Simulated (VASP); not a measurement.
KTaO3:

```
CELL_PARAMETERS angstrom
3.98907 0.00000 0.00000
0.00000 3.98907 0.00000
0.00000 0.00000 3.98907
ATOMIC_POSITIONS crystal
K 0.50000 0.50000 0.50000
Ta 0.00000 0.00000 0.00000
O 0.50000 0.00000 0.00000
O 0.00000 0.50000 0.00000
O 0.00000 0.00000 0.50000
```

Base run:

* Program: VASP 6.6.1
* Functional: TB-mBJ
* Potentials or basis: VASP PAW PBE potentials, release 64 (K_sv, Ta_pv, O)
* Cutoff: 520 eV
* k mesh: 8 × 8 × 8
* Occupations: gaussian, width 0.03 eV
* Spin: no spin polarisation

Its results: band gap on the k mesh 3.50 eV, indirect (least direct gap 4.24 eV).

**Question.** After a change of settings the same cell gave: band gap on the k mesh 2.60 eV, indirect (least direct gap 3.25 eV). Which change was it?
A. functional from TB-mBJ to PBE; further incar settings from ALGO = Normal; EDIFF = 1e-07; NBANDS = 27 to ALGO = Fast; EDIFF = 1e-07; NBANDS = 27
B. functional from TB-mBJ to r2SCAN
C. functional from TB-mBJ to PBE; further incar settings from ALGO = Normal; EDIFF = 1e-07; NBANDS = 27 to ALGO = Fast; EDIFF = 1e-07; NBANDS = 51

**Answer.** B.

Caveats: spin-orbit coupling is left out, which moves the levels of the heavy elements.
